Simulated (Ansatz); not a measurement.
# RbCl: how the settings move a single-point run

How sensitive is a single-point run of RbCl to its settings? A reference run comes first, then one run with altered input.

Program: Ansatz 0.2.0. Level of theory: reference: DFT, r2SCAN, all-electron PAW with datasets made for the crystal, scalar-relativistic. These are calculated values, not measurements.

1 further run of the same task is left out (it didn't finish).

## 1. Starting point

The structure is cubic, space group Fm-3m (No. 225). Conventional cell: a = 5.365 Å, b = 5.365 Å, c = 5.365 Å, α = 90.00°, β = 90.00°, γ = 90.00°. Around Rb (site symmetry m-3m) lie 6 Cl at 2.68 Å. Cl (site symmetry m-3m) has 6 Rb at 2.68 Å as nearest neighbours.

As a file:

```cif
data_structure
_symmetry_space_group_name_H-M 'Fm-3m'
_symmetry_Int_Tables_number 225
_cell_length_a 5.3649
_cell_length_b 5.3649
_cell_length_c 5.3649
_cell_angle_alpha 90.000
_cell_angle_beta 90.000
_cell_angle_gamma 90.000
_cell_volume 154.41
loop_
_atom_site_label
_atom_site_type_symbol
_atom_site_symmetry_multiplicity
_atom_site_Wyckoff_symbol
_atom_site_fract_x
_atom_site_fract_y
_atom_site_fract_z
_atom_site_occupancy
Rb1 Rb 4 a 0.00000 0.00000 0.00000 1
Cl1 Cl 4 b 0.50000 0.00000 0.00000 1
```

## 2. Reference

File input.yaml:

```yaml
crystal:
  lattice:
    - [0.0, 2.68245784, 2.68245784]
    - [2.68245784, 0.0, 2.68245784]
    - [2.68245784, 2.68245784, 0.0]
  atoms:
    - { symbol: Rb, position: [0.0, 0.0, 0.0] }
    - { symbol: Cl, position: [0.5, 0.5, 0.5] }
kpoints:
  mp_grid: { grid: [8, 8, 8] }
scf:
  occupations: { method: fermi_dirac, width: 0.03 }
hamiltonian:
  xc: r2scan
  pseudopotentials: { kind: all_electron, datasets: crystal }
output:
  forces: true
  stress: true
  eigenvalues: true
  efg: { contact_densities: true }
```

On the command line:

```console
ansatz run input.yaml --threads 1 --pin off --max-ram 2048MiB --backend cpu --events-out ev --progress --plain --runs-dir out
```

From the output:

```text
[...]
Basis set: ecut = 340 eV, 537 PW (Γ), exchange–correlation on 96×96×96 points (27 copies of the dense FFT grid, shifted against one another)
[...]
k-points: 29 of 512
[...]
SCF iter   1: F=—  HF=-93700.618213 eV  |F-HF|=—  |Δ(HF+E_count)|=         —  Δρ=4.05e-2  dr2=1.14e0  dr2_τ=5.19e-2  ethr=6.63e-3  ⟨swp⟩=3.1  Hψ=2034  notcnv=0
preconditioner: auto → none  [insulator: Δε(μ)=4.923 eV  Ē_g=18.541 eV  σ=0.030 eV  W_gap=1.00  n_scr=14 (ndim 8)  ℏωp=23.9 eV  f_vac=0.000  D(μ)=0.00/eV (n_scr^D=0)  ε∞_Penn≈2.7]
[...]
SCF iter   2: F=—  HF=-93700.317042 eV  |F-HF|=—  |Δ(HF+E_count)|=   3.01e-1  Δρ=1.36e-2  dr2=4.91e-2  dr2_τ=1.33e-2  ethr=3.05e-4  ⟨swp⟩=3.0  Hψ=1890  notcnv=0  defer=9
[...]
SCF iter   7: F=—  HF=-93700.335784 eV  |F-HF|=—  |Δ(HF+E_count)|=   2.05e-6  Δρ=2.27e-5  dr2=3.52e-8  dr2_τ=1.75e-8  ethr=1.49e-8  ⟨swp⟩=3.0  Hψ=741  notcnv=0  defer=1
SCF iter   8: F=-93700.335784 eV  HF=-93700.335784 eV  |F-HF|=9.50e-9  |Δ(HF+E_count)|=   2.71e-7  Δρ=5.51e-6  dr2=2.91e-9  dr2_τ=6.91e-10  ethr=2.20e-10  ⟨swp⟩=3.2  Hψ=826  notcnv=0  defer=1
[...]
SCF converged after 8 iterations
Free energy (F): -93700.335784 eV
[...]
E sigma→0 (E₀):  -93700.335784 eV
[...]
Fermi energy:    11.470171 eV
[...]
  P = ⅓ Tr σ = 50.4736 GPa (504.736 kbar)
[...]
```

Wall time 7.6 s (1 thread of Arm Neoverse V1, shared host); peak memory 0.51 GiB.

## 3. Changing settings: mixing.algorithm msr1, mixing.beta 0.05, mixing.ndim 2, dispersion d3bjatm

Changes to input.yaml since step 2:

```diff
@@ -12,2 +12,3 @@
   occupations: { method: fermi_dirac, width: 0.03 }
+  mixing: { algorithm: msr1, beta: 0.05, ndim: 2 }
 hamiltonian:
@@ -15,2 +16,3 @@
   pseudopotentials: { kind: all_electron, datasets: crystal }
+  dispersion: d3bjatm
 output:
```

On the command line:

```console
ansatz run input.yaml --threads 1 --pin off --max-ram 2048MiB --backend cpu --events-out ev --progress --plain --runs-dir out
```

Output:

```text
hamiltonian.pseudopotentials.datasets: crystal makes datasets for this crystal and solves the spheres of its atoms anew in each pass: cutoff 340.0 eV, the density's 2380.0 eV; for an error of 0.50 meV an atom under PBE, 1.0 meV for the cell; an energy difference from a run of another recipe may be off by several times the error for the cell, under r2SCAN by more, where some 0.1 meV an atom stays at smaller errors; Cl in spheres of 1.302 Å, 7 of its electrons in bands; Rb in spheres of 1.376 Å, 9 of its electrons in bands
Rb: output.efg is read without spin–orbit coupling, which moves field gradients at and beside such atoms by some per cent and up to a factor of two; PAW files take it under magnetization.noncollinear and magnetization.spin_orbit
Engine: ansatz 0.2.0
Pseudopotentials: kind: all_electron
Pseudopotential: Rb, paw, valence charge 9, recommended cutoff 340 eV (normal), Koelling and Harmon's equation, gaussian nucleus
Pseudopotential: Cl, paw, valence charge 7, recommended cutoff 340 eV (normal), Koelling and Harmon's equation, gaussian nucleus
Functional definition: r2SCAN
  parameter k0 = 0.174
  parameter k1 = 0.065
  parameter a1 = 4.9479
  exchange = r2scan_x(k0 = k0, k1 = k1, a1 = a1)
  correlation = r2scan_c
Crystal: 2 atoms, lattice volume = 38.604 Å³
Basis set: ecut = 340 eV, 537 PW (Γ), exchange–correlation on 96×96×96 points (27 copies of the dense FFT grid, shifted against one another)
Bands: 12, of which v1, the nominal top of the filled ones, is band 8 counted from 1 (7 counted from 0)
Symmetry: 48 space group operations
Space group: Fm-3m (ITA 225), of the structure as read, at distance tolerance 3.4e-5 Å
k-points: 29 of 512
Non-local potential: Rb, projectors of the file, l = 0: 2, l = 1: 2, l = 2: 2
Non-local potential: Cl, projectors of the file, l = 0: 1, l = 1: 1, l = 2: 2
PAW form: soft (Blöchl's): semilocal exchange-correlation on the pseudo side does not see the compensation charge
PAW one-centre angular grid: Rb, 302 points (default); XC on its mesh's 1897 points in the sphere
PAW one-centre angular grid: Cl, 302 points (default); XC on its mesh's 1963 points in the sphere
Initial density: superposition of atomic densities (neutral atoms: chi_scale 0, normalization atom)
Initial wavefunctions: pseudopotential atomic-orbital guess
Functional: x = r2scan, c = r2scan; τ floored in thin density (d = 2e-4 eV/Å³)
iter 1 solved again at ethr=6.63e-3 eV; its pass at ethr=1.00e-1 eV (dr2=1.06e0 eV) is discarded
SCF iter   1: F=—  HF=-93700.896698 eV  |F-HF|=—  |Δ(HF+E_count)|=         —  Δρ=4.05e-2  dr2=1.14e0  dr2_τ=5.19e-2  ethr=6.63e-3  ⟨swp⟩=3.1  Hψ=2034  notcnv=0
preconditioner: auto → Resta (q_TF=auto, 2.356 Å⁻¹)  ε∞=2.7  [insulator: Δε(μ)=4.923 eV  Ē_g=18.541 eV  σ=0.030 eV  W_gap=1.00  n_scr=14 (ndim 2)  ℏωp=23.9 eV  f_vac=0.000  D(μ)=0.00/eV (n_scr^D=0)  ε∞_Penn≈2.7]
SCF iter   2: F=—  HF=-93700.947317 eV  |F-HF|=—  |Δ(HF+E_count)|=   5.06e-2  Δρ=3.93e-2  dr2=1.07e0  dr2_τ=1.39e-5  ethr=6.63e-3  ⟨swp⟩=2.2  Hψ=702  notcnv=0  defer=1
SCF iter   3: F=—  HF=-93700.635626 eV  |F-HF|=—  |Δ(HF+E_count)|=   3.12e-1  Δρ=2.40e-2  dr2=2.69e-1  dr2_τ=2.51e-2  ethr=6.63e-3  ⟨swp⟩=4.2  Hψ=1001  notcnv=0  defer=6
iter 4 solved again at ethr=1.39e-4 eV; its pass at ethr=1.68e-3 eV (dr2=2.23e-2 eV) is discarded
SCF iter   4: F=—  HF=-93700.610443 eV  |F-HF|=—  |Δ(HF+E_count)|=   2.52e-2  Δρ=8.02e-3  dr2=2.20e-2  dr2_τ=3.01e-5  ethr=1.39e-4  ⟨swp⟩=2.8  Hψ=1772  notcnv=0  defer=13
SCF iter   5: F=—  HF=-93700.610384 eV  |F-HF|=—  |Δ(HF+E_count)|=   5.94e-5  Δρ=1.70e-3  dr2=7.65e-4  dr2_τ=7.51e-6  ethr=1.37e-4  ⟨swp⟩=4.0  Hψ=958  notcnv=0  defer=5
SCF iter   6: F=—  HF=-93700.614624 eV  |F-HF|=—  |Δ(HF+E_count)|=   4.24e-3  Δρ=6.18e-4  dr2=6.38e-5  dr2_τ=3.63e-5  ethr=4.78e-6  ⟨swp⟩=3.1  Hψ=928  notcnv=0  defer=3
SCF iter   7: F=—  HF=-93700.614262 eV  |F-HF|=—  |Δ(HF+E_count)|=   3.62e-4  Δρ=1.49e-4  dr2=4.95e-6  dr2_τ=1.18e-7  ethr=3.99e-7  ⟨swp⟩=3.1  Hψ=806  notcnv=0  defer=3
SCF iter   8: F=—  HF=-93700.614270 eV  |F-HF|=—  |Δ(HF+E_count)|=   8.03e-6  Δρ=2.19e-5  dr2=1.72e-7  dr2_τ=1.72e-8  ethr=3.09e-8  ⟨swp⟩=3.0  Hψ=724  notcnv=0  defer=1
SCF iter   9: F=-93700.614270 eV  HF=-93700.614270 eV  |F-HF|=2.65e-9  |Δ(HF+E_count)|=   8.63e-8  Δρ=4.67e-6  dr2=9.02e-9  dr2_τ=1.54e-9  ethr=1.08e-9  ⟨swp⟩=3.0  Hψ=720  notcnv=0  defer=1
SCF 1 converged in 9 iterations: F = -93700.614270 eV  dr2 = 9.02e-9
  Residual-converged pass: ⟨swp⟩=3.9  Hψ=854  notcnv=0  max |occ|·‖R‖ = 5.2e-6 eV (tolerance 5.3e-6 eV)  dr2=9.40e-9  dr2_τ=1.68e-9  dr2_onsite=5.19e-8  max |Δocc| = 0.0e0
SCF converged after 9 iterations
Free energy (F): -93700.614270 eV
Harris-Foulkes:  -93700.614270 eV  (|F-HF|=2.65e-9)
Internal energy: -93700.614270 eV  (E = F + TS)
E sigma→0 (E₀):  -93700.614270 eV
Past the cutoff: the bands carry plane waves up to 2.50 times it, of which those up to 1.5 times it add -0.000933 eV an atom, each by itself; the spheres take 0.000152 eV an atom off the energy for waves past 2.50 times it
Past the cutoffs: a stress includes 0.0038 GPa for waves and charges beyond them, in addition to the slope of what the spheres take
In the spheres:  the bands' charges fall short by 3.7e-7 e at most (sound up to 1e-3)
Fermi energy:    11.470119 eV
--- Per-component energies (eV) ---
  The terms above E_closure are by the made datasets' own strengths, without shells solved beside the bands.
--- Forces (eV/Å), atoms counted from 1 ---
  atom   1  Rb    -0.00000000     0.00000000     0.00000000
  atom   2  Cl     0.00000000    -0.00000000     0.00000000
  max |Σ_I F_I| component: 1.07e-29 eV/Å
--- Stress (GPa, compression-positive) ---
       49.511374       0.000000       0.000000
        0.000000      49.511374      -0.000000
        0.000000      -0.000000      49.511374
  P = ⅓ Tr σ = 49.5114 GPa (495.114 kbar)
--- PAW observables at the nuclei: V_zz in 10²¹ V/m², potentials from the cell's mean, atoms counted from 1 ---
  atom   1  Rb V_zz =    -0.000000   η = 0.0000   by run symmetry: forbidden
            electrostatic potential = -5311.983605 V   contact ρ = 361494.406245 e/Å³
  atom   2  Cl V_zz =    -0.000000   η = 0.0000   by run symmetry: forbidden
            electrostatic potential = -1781.109623 V   contact ρ = 24076.708726 e/Å³
--- Band table (eV; the first three rows and the last of 29) ---
  k-point 0: bands = ["-15.6088", "-4.7505", "1.1332", "1.1332", "1.1332", "8.6235", "8.6235", "8.6235", "16.5796", "16.5796"]
  k-point 1: bands = ["-15.5629", "-4.9187", "1.1377", "1.1377", "1.2579", "8.2266", "8.3569", "8.3569", "16.5067", "16.9416"]
  k-point 2: bands = ["-15.4486", "-5.3072", "1.1517", "1.1517", "1.5476", "7.3891", "7.7863", "7.7863", "16.6996", "17.9952"]
  k-point 28: bands = ["-15.1982", "-5.2921", "-0.2435", "-0.2435", "1.5437", "7.1151", "9.0499", "9.0499", "16.8295", "16.8295"]
```

It took 7.8 s on 1 thread of Arm Neoverse V1, shared host; peak memory 0.5 GiB.

The energy moves by -139.2 meV/atom, nearly all of it the dispersion term itself (-139.2 meV/atom); that offset belongs to the model and is no gain or loss of stability; the pressure goes from 50.5 to 49.5 GPa.

## 4. Side by side

```
                                                                          run     ending                                     energy change  pressure (GPa)  gap (eV)  force (eV/Å)  cycles   time
                                                                    reference  converged                                                 0            50.5      4.31          0.00       8  7.6 s
1: mixing.algorithm msr1, mixing.beta 0.05, mixing.ndim 2, dispersion d3bjatm  converged  -139.2 meV/atom (offset of the dispersion model)            49.5      4.31          0.00       9  7.8 s
```

Residual by cycle in the longest SCF loop of each run; runs are numbered as in the table. The quantity is the density residual dr2, in eV.

```
cycle  reference   run 1
    1       1.14    1.14
    2     0.0491    1.07
    3    0.00627   0.269
    4     3.0e-4   0.022
    5     2.3e-5  7.6e-4
    6     2.4e-6  6.4e-5
    7     3.5e-8  5.0e-6
    8     2.9e-9  1.7e-7
    9          -  9.0e-9
```

The energy moves by -139.2 meV/atom, nearly all of it the dispersion term itself (-139.2 meV/atom); that offset belongs to the model and is no gain or loss of stability; the pressure goes from 50.5 to 49.5 GPa. The structure is not at rest: the sound run finds 50 GPa, so these are no properties of the relaxed crystal. 

The gaps are Kohn-Sham values of a semilocal functional, not quasiparticle or optical gaps. Such gaps usually fall short of the measured ones.
